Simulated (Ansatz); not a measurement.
# CuO (Tenorite) (C2/c) in Ansatz: further runs

The runs below take CuO (Tenorite) through relaxation of cell and atoms, with r2SCAN.

Everything below comes from runs of Ansatz 0.2.0. Logs are shortened: lines on timing, memory, paths and dates and some standing lists are left out, and cuts for length are marked.

**1. Starting point**

The structure is monoclinic, space group C2/c (No. 15). Conventional cell: a = 4.684 Å, b = 3.423 Å, c = 5.129 Å, α = 90.00°, β = 99.54°, γ = 90.00°. Cu (site symmetry -1) is surrounded by 4 O at 1.95 to 1.96 Å. Around O (site symmetry 2) lie 4 Cu at 1.95 to 1.96 Å.

**2. Relaxation of cell and atoms, r2SCAN**

input.yaml reads:

```yaml
crystal:
  lattice:
    - [2.34185, -1.7113, 0.0]
    - [2.34185, 1.7113, 0.0]
    - [-0.8500274268, 0.0, 5.0578693947]
  atoms:
    - { symbol: Cu, position: [0.5, 0.0, 0.5] }
    - { symbol: Cu, position: [0.0, 0.5, 0.0] }
    - { symbol: O, position: [0.4184, 0.5816, 0.75] }
    - { symbol: O, position: [0.5816, 0.4184, 0.25] }
hamiltonian:
  xc: r2scan
  pseudopotentials: { kind: paw }
kpoints:
  mp_grid: { grid: [10, 10, 5] }
scf:
  occupations: { method: fermi_dirac, width: 0.05 }
output:
  forces: true
  stress: true
  eigenvalues: true
  write_density: true
  write_potential: true
  elf: true
  volumetric_format: npy
relax:
  f_tol: 0.01
  max_steps: 40
  cell: { stress_tol: 0.05 }
```

Potentials or basis: Ansatz PAW.

On the command line:

```
ansatz run input.yaml --threads 2 --pin off --max-ram 5632MiB --backend cpu --events-out ev --progress --plain --runs-dir out
```

The program printed:

```text
Warning: RAYON_NUM_THREADS=2 ignored (pool sized by the plan → 2); use --threads N
Engine: ansatz 0.2.0, aarch64-unknown-linux-gnu
Pseudopotentials: kind: paw
Pseudopotential: Cu, paw, valence charge 19, recommended cutoff 500 eV (meta_gga), Cu.paw.azcp
Pseudopotential: O, paw, valence charge 6, recommended cutoff 500 eV (meta_gga), O.paw.azcp
Functional definition: r2SCAN
  parameter k0 = 0.174
  parameter k1 = 0.065
  parameter a1 = 4.9479
  exchange = r2scan_x(k0 = k0, k1 = k1, a1 = a1)
  correlation = r2scan_c
Crystal: 4 atoms, lattice volume = 40.540 Å³
Basis set: ecut = 500 eV, 1031 PW (Γ), exchange–correlation on 96×96×160 points (64 copies of the dense FFT grid, shifted against one another)
Bands: 30, of which v1, the nominal top of the filled ones, is band 25 counted from 1 (24 counted from 0)
Symmetry: 4 space group operations
Space group: C2/c (ITA 15), of the structure as read, at distance tolerance 3.4e-5 Å
k-points: 141 of 500
Non-local potential: Cu, projectors of the file, l = 0: 3, l = 1: 2, l = 2: 3, l = 3: 1
Non-local potential: O, projectors of the file, l = 0: 2, l = 1: 2, l = 2: 1
PAW form: soft (Blöchl's): semilocal exchange-correlation on the pseudo side does not see the compensation charge
PAW frozen core: Cu, regenerated for the run's functional (the file was generated under x = pbe(κ = 0.804, μ = 0.2195149727645171), c = pbe(β = 0.06672455060314922))
PAW frozen core: O, regenerated for the run's functional (the file was generated under x = pbe(κ = 0.804, μ = 0.2195149727645171), c = pbe(β = 0.06672455060314922))
PAW one-centre angular grid: Cu, 590 points (default); XC on 160 Gauss nodes
PAW one-centre angular grid: O, 302 points (default); XC on 160 Gauss nodes
Initial density: superposition of atomic densities (neutral atoms: chi_scale 0, normalization atom), corrected by the library's trained network
Initial wavefunctions: pseudopotential atomic-orbital guess
Functional: x = r2scan, c = r2scan; τ floored in thin density (d = 2e-4 eV/Å³)
SCF iter   1: F=—  HF=-14397.173643 eV  |F-HF|=—  |Δ(HF+E_count)|=         —  Δρ=2.45e-2  dr2=1.24e-1  dr2_τ=8.20e-2  ethr=1.77e-3  ⟨swp⟩=5.6  Hψ=14603  notcnv=0
preconditioner: auto → Kerker (q_TF=auto, 2.825 Å⁻¹)  [metal: Δε(μ)=0.014 eV  Ē_g=12.082 eV  σ=0.050 eV  W_gap=0.07  n_scr=20 (ndim 8)  ℏωp=34.0 eV  f_vac=0.000  D(μ)=2.28/eV (n_scr^D=22)]
SCF iter   2: F=—  HF=-14397.189432 eV  |F-HF|=—  |Δ(HF+E_count)|=   1.58e-2  Δρ=9.17e-3  dr2=2.85e-2  dr2_τ=2.22e-3  ethr=2.49e-4  ⟨swp⟩=2.3  Hψ=8329  notcnv=0
SCF iter   3: F=—  HF=-14397.181808 eV  |F-HF|=—  |Δ(HF+E_count)|=   7.62e-3  Δρ=7.99e-3  dr2=1.48e-2  dr2_τ=8.12e-4  ethr=5.70e-5  ⟨swp⟩=2.2  Hψ=7156  notcnv=0
SCF iter   4: F=—  HF=-14397.180008 eV  |F-HF|=—  |Δ(HF+E_count)|=   1.80e-3  Δρ=3.58e-3  dr2=3.61e-3  dr2_τ=1.11e-4  ethr=2.95e-5  ⟨swp⟩=1.0  Hψ=4246  notcnv=0
SCF iter   5: F=—  HF=-14397.179330 eV  |F-HF|=—  |Δ(HF+E_count)|=   6.77e-4  Δρ=8.36e-4  dr2=3.03e-4  dr2_τ=1.31e-5  ethr=7.22e-6  ⟨swp⟩=2.8  Hψ=6693  notcnv=0
SCF iter   6: F=—  HF=-14397.179362 eV  |F-HF|=—  |Δ(HF+E_count)|=   3.16e-5  Δρ=2.35e-4  dr2=2.83e-5  dr2_τ=7.55e-7  ethr=6.06e-7  ⟨swp⟩=2.7  Hψ=7042  notcnv=0
SCF iter   7: F=—  HF=-14397.179357 eV  |F-HF|=—  |Δ(HF+E_count)|=   4.97e-6  Δρ=1.01e-4  dr2=2.95e-6  dr2_τ=1.32e-7  ethr=5.65e-8  ⟨swp⟩=2.2  Hψ=6231  notcnv=0
SCF iter   8: F=—  HF=-14397.179357 eV  |F-HF|=—  |Δ(HF+E_count)|=   2.58e-7  Δρ=2.57e-5  dr2=2.72e-7  dr2_τ=6.58e-9  ethr=5.91e-9  ⟨swp⟩=1.0  Hψ=4231  notcnv=0
SCF iter   9: F=-14397.179357 eV  HF=-14397.179357 eV  |F-HF|=6.13e-10  |Δ(HF+E_count)|=   1.27e-8  Δρ=6.89e-6  dr2=1.16e-8  dr2_τ=6.53e-10  ethr=2.00e-10  ⟨swp⟩=7.1  Hψ=24561  notcnv=0
SCF 1 converged in 9 iterations: F = -14397.179357 eV  dr2 = 1.16e-8
relax step   1: F+E_penalty+E_count = -14397.17935715 eV  Δ(F+E_penalty+E_count) = +0.000e0 eV  max|allowed force component| = 2.855e-1 eV/Å  Δτ_max = 0.0000 Å  P = -1.303 GPa  Ω = 40.540 Å³  (9 SCF iters, dr2 threshold 1.00e-7 eV, accepted)
Crystal: 4 atoms, lattice volume = 40.769 Å³
Basis set: ecut = 500 eV, 1047 PW (Γ), exchange–correlation on 96×96×160 points (64 copies of the dense FFT grid, shifted against one another)
Initial density: handed on by an earlier stage of this run
Initial wavefunctions: those handed on with the density
iter 1 solved again at ethr=2.55e-6 eV; its pass at ethr=3.10e-3 eV (dr2=1.27e-3 eV) is discarded
SCF iter   1: F=—  HF=-14397.181998 eV  |F-HF|=—  |Δ(HF+E_count)|=         —  Δρ=3.14e-3  dr2=1.30e-3  dr2_τ=3.43e-2  ethr=2.55e-6  ⟨swp⟩=2.2  Hψ=21610  notcnv=0
preconditioner: auto → Kerker (q_TF=auto, 2.823 Å⁻¹)  [metal: Δε(μ)=0.010 eV  Ē_g=11.946 eV  σ=0.050 eV  W_gap=0.05  n_scr=20 (ndim 8)  ℏωp=33.9 eV  f_vac=0.004  D(μ)=2.29/eV (n_scr^D=20)]
SCF iter   2: F=—  HF=-14397.194503 eV  |F-HF|=—  |Δ(HF+E_count)|=   1.25e-2  Δρ=1.35e-3  dr2=2.15e-4  dr2_τ=3.96e-5  ethr=2.55e-6  ⟨swp⟩=2.0  Hψ=8460  notcnv=0
[... 136 lines left out ...]
iter 1 solved again at ethr=5.70e-8 eV; its pass at ethr=3.10e-3 eV (dr2=2.85e-5 eV) is discarded
SCF iter   1: F=—  HF=-14397.291767 eV  |F-HF|=—  |Δ(HF+E_count)|=         —  Δρ=2.74e-4  dr2=1.27e-6  dr2_τ=3.90e-6  ethr=5.70e-8  ⟨swp⟩=3.0  Hψ=26064  notcnv=0
SCF iter   2: F=—  HF=-14397.291846 eV  |F-HF|=—  |Δ(HF+E_count)|=   7.91e-5  Δρ=6.19e-5  dr2=1.03e-6  dr2_τ=1.27e-8  ethr=2.55e-9  ⟨swp⟩=2.0  Hψ=6644  notcnv=0
SCF iter   3: F=—  HF=-14397.291845 eV  |F-HF|=—  |Δ(HF+E_count)|=   2.03e-7  Δρ=2.25e-5  dr2=1.51e-7  dr2_τ=9.00e-9  ethr=2.06e-9  ⟨swp⟩=2.1  Hψ=6393  notcnv=0
SCF iter   4: F=—  HF=-14397.291845 eV  |F-HF|=—  |Δ(HF+E_count)|=   9.23e-9  Δρ=2.63e-5  dr2=1.85e-7  dr2_τ=2.84e-9  ethr=3.02e-10  ⟨swp⟩=2.0  Hψ=7703  notcnv=0
SCF iter   5: F=—  HF=-14397.291845 eV  |F-HF|=—  |Δ(HF+E_count)|=   4.07e-8  Δρ=6.75e-6  dr2=1.30e-8  dr2_τ=5.50e-10  ethr=3.02e-10  ⟨swp⟩=2.0  Hψ=5469  notcnv=0
SCF iter   6: F=—  HF=-14397.291845 eV  |F-HF|=—  |Δ(HF+E_count)|=  2.86e-10  Δρ=8.05e-7  dr2=1.46e-10  dr2_τ=1.51e-11  ethr=2.60e-11  ⟨swp⟩=2.1  Hψ=5352  notcnv=0
SCF iter   7: F=-14397.291845 eV  HF=-14397.291845 eV  |F-HF|=1.82e-12  |Δ(HF+E_count)|=  1.04e-10  Δρ=9.03e-8  dr2=2.13e-12  dr2_τ=1.11e-13  ethr=1.00e-12  ⟨swp⟩=5.0  Hψ=18006  notcnv=0
SCF 13 converged in 7 iterations: F = -14397.291845 eV  dr2 = 2.13e-12
relax step  13: F+E_penalty+E_count = -14397.29184541 eV  Δ(F+E_penalty+E_count) = -2.448e-4 eV  max|allowed force component| = 1.139e-3 eV/Å  Δτ_max = 0.0000 Å  P = +0.003 GPa  Ω = 42.927 Å³  stress off target by 2.32e-2 GPa  SCF on the basis re-selected at this cell (its energy is not comparable with the rows above)  (7 SCF iters)
basis re-selected at this cell: Δ(F+E_penalty+E_count) = -2.448e-4 eV, ΔP = +0.002 GPa vs the last step (what re-selecting the basis moved, of the pressure what is left beyond the Pulay correction that the steps carried, after the strain that the cell walked since its last selection, with what the two solves' SCF thresholds leave and, on support functions, any second-order correction that the steps lacked; it is no measure of the basis error at this ecutwfc). This SCF's stress stands 2.32e-2 GPa from its target on what of the cell is left free (relax.cell.stress_tol is 5.00e-2 GPa) and its largest allowed force component is 1.14e-3 eV/Å (relax.f_tol is 1.00e-2 eV/Å): within both
SCF converged after 7 iterations
Free energy (F): -14397.291845 eV
Harris-Foulkes:  -14397.291845 eV  (|F-HF|=1.82e-12)
Internal energy: -14397.270959 eV  (E = F + TS)
E sigma→0 (E₀):  -14397.281402 eV
Entropy (-TS):   -0.020887 eV (-5.222 meV/atom)
Fermi energy:    11.269270 eV
--- Per-component energies (eV) ---
  E_band       = -968.432912
  E_kinetic    = 944.163714
  E_local      = -10057.503506  (includes V_loc(G=0)·N_el)
  E_nonlocal   = 885.436557
  E_hartree    = 4365.131681
  E_xc         = -311.750840
  E_vxc        = -455.811749  (∫ρ·V_xc dr)
  E_paw        = -3670.831615  (= ΣΔE_a)
  E_vpaw       = -1045.480042  (= ΣTr[D̂ρ^β])
  E_aug_tail   = 0.002383  (compensation charges beyond the density's cutoff)
  E_vtau       = 30.496526  (kinetic-family band-sum trace: ∫τ·v_τ [+ j·A + Jᵃ·Aᵃ] dr)
  E_ewald      = -6551.253235
  E_core_change = -0.666098  (= ΣΔE_core)
  E_smearing   = -0.020887  (= −TS)
  E_closure    = 0.000000  (closes the sum)
  Σ components = -14397.291845   (vs F -14397.291845, Δ=0.00e0)
--- Forces (eV/Å), atoms counted from 1 ---
  atom   1  Cu     0.00000000    -0.00000000     0.00000000
  atom   2  Cu     0.00000000     0.00000000     0.00000000
  atom   3  O      0.00000000     0.00113852    -0.00000000
  atom   4  O     -0.00000000    -0.00113852     0.00000000
  max |Σ_I F_I| component: 5.05e-29 eV/Å
--- Stress (GPa, compression-positive) ---
       -0.008085      -0.000000       0.010848
       -0.000000       0.023225       0.000000
        0.010851       0.000000      -0.006360
  P = ⅓ Tr σ = 0.0029 GPa (0.029 kbar)
--- Band table (eV; the first three rows and the last of 141) ---
  k-point 0: bands = ["-105.4832", "-105.4829", "-61.4165", "-61.4165", "-61.3878", "-61.3812", "-61.1053", "-61.1053", "-10.0055", "-8.6740", "2.5761", "5.4170", "5.4228", "7.2172", "7.4473", "7.4484", "7.6564", "7.9048", "8.3817", "8.6018", "8.6054", "8.6079", "8.6931", "9.0320", "11.9621", "11.9697", "13.0098", "17.8256", "19.0992", "25.2596"]
  k-point 1: bands = ["-105.4832", "-105.4829", "-61.4165", "-61.4165", "-61.3871", "-61.3818", "-61.1053", "-61.1053", "-9.8978", "-8.8263", "2.9746", "5.4358", "5.4407", "6.9387", "7.2491", "7.2495", "7.4341", "7.6575", "8.5250", "8.6105", "8.6843", "8.9205", "8.9235", "8.9422", "11.7905", "11.7973", "13.5181", "16.8614", "20.4023", "25.3830"]
  k-point 2: bands = ["-105.4831", "-105.4830", "-61.4165", "-61.4165", "-61.3855", "-61.3835", "-61.1053", "-61.1053", "-9.5999", "-9.1941", "4.0512", "5.4698", "5.4718", "5.5214", "7.0172", "7.0173", "7.5167", "7.6276", "8.6128", "8.6332", "8.6614", "8.7530", "9.3977", "9.3997", "11.4564", "11.4598", "14.5540", "15.6776", "22.4727", "24.6509"]
  k-point 140: bands = ["-105.4817", "-105.4817", "-61.4300", "-61.4290", "-61.3819", "-61.3819", "-61.1160", "-61.1154", "-8.6698", "-8.5283", "4.6709", "4.6829", "5.3080", "5.3232", "5.3347", "5.4791", "7.9326", "8.1906", "8.6004", "8.6006", "9.0048", "9.0059", "9.6929", "9.6936", "10.4261", "11.2636", "14.8334", "16.1877", "22.5393", "22.5854"]
--- Relaxed structure (11 steps of the walk, 11 accepted, 2 SCFs on fresh bases) ---
  F+E_penalty+E_count = -14397.29184541 eV   max|allowed force component| = 1.139e-3 eV/Å   (the final SCF, on the basis selected at the relaxed cell)
  cell:  # Å, volume = 42.9273 Å³
    - [2.0434528941439716, -2.0438023433370125, 0.15903133846641015]
    - [2.0434528941439716, 2.0438023433370125, 0.15903133846641015]
    - [-0.3982455177610779, 1.1189411911270089e-17, 5.10826202601409]
  atoms:
    - { symbol: Cu, position: [0.5, 6.938893903907228e-18, 0.49999999999999994] }
    - { symbol: Cu, position: [-1.1058862159352145e-17, 0.5, 0.0] }
    - { symbol: O, position: [0.500012727461723, 0.49998727253827707, 0.75] }
    - { symbol: O, position: [0.499987272538277, 0.500012727461723, 0.25] }
```

Wall time 2.8 min (2 threads of Arm Neoverse V2, shared host); peak memory 0.55 GiB.

Results:

- Free energy: -14397.2918 eV
- Relaxed volume: 10.73 Å³/atom
- Relaxed cell: a = 2.894 Å, b = 2.894 Å, c = 5.124 Å, α = 90.01°, β = 90.01°, γ = 89.84°
- Space group after relaxing (to 0.05 Å): P4_2/mmc (No. 131)
- Energy gained by relaxing: 28.1 meV/atom
- Ionic steps: 13
- Pressure after relaxing: 0.0 GPa
- Band gap on the k mesh: none (metal or under the smearing width)

The path:
```tsv
step	energy change (eV)	largest force (eV/Å)	volume (Å³)
1	0.0000	0.2855	40.54
2	-0.0152	0.2394	40.77
3	-0.0588	0.0518	41.29
4	-0.0740	0.0003	42.96
5	-0.0947	0.0611	42.99
6	-0.0997	0.0009	42.75
7	-0.1001	0.0009	42.77
8	-0.1002	0.0007	42.77
9	-0.1093	0.0003	42.77
10	-0.1115	0.0253	42.98
11	-0.1122	0.0002	42.92
12	-0.1122	0.0011	42.93
13	-0.1125	0.0011	42.93
```

Final structure:
```xyz
4
Lattice="2.0435 -2.0438 0.1590 2.0435 2.0438 0.1590 -0.3982 0.0000 5.1083" Properties=species:S:1:pos:R:3 pbc="T T T"
Cu    0.8226   -1.0219    2.6336
Cu    1.0217    1.0219    0.0795
O     1.7448   -0.0001    3.9902
O     1.9439    0.0001    1.4361
```

Caveat: the plane-wave basis is chosen anew once the cell has moved, so the energies of steps on either side of that aren't comparable; the run has no spin polarisation, though such a crystal can be magnetic; semilocal functionals often make such compounds metallic where correlation or magnetic order opens a gap, which also shifts bond lengths; the PAW data sets come from PBE, with cores solved anew for the run's functional, which leaves a small shift of forces and pressure. With open d or f shells a metallic result of r2SCAN can be an artefact of self-interaction; +U or a hybrid may open a gap.

(Continued in part 2 of 2.)
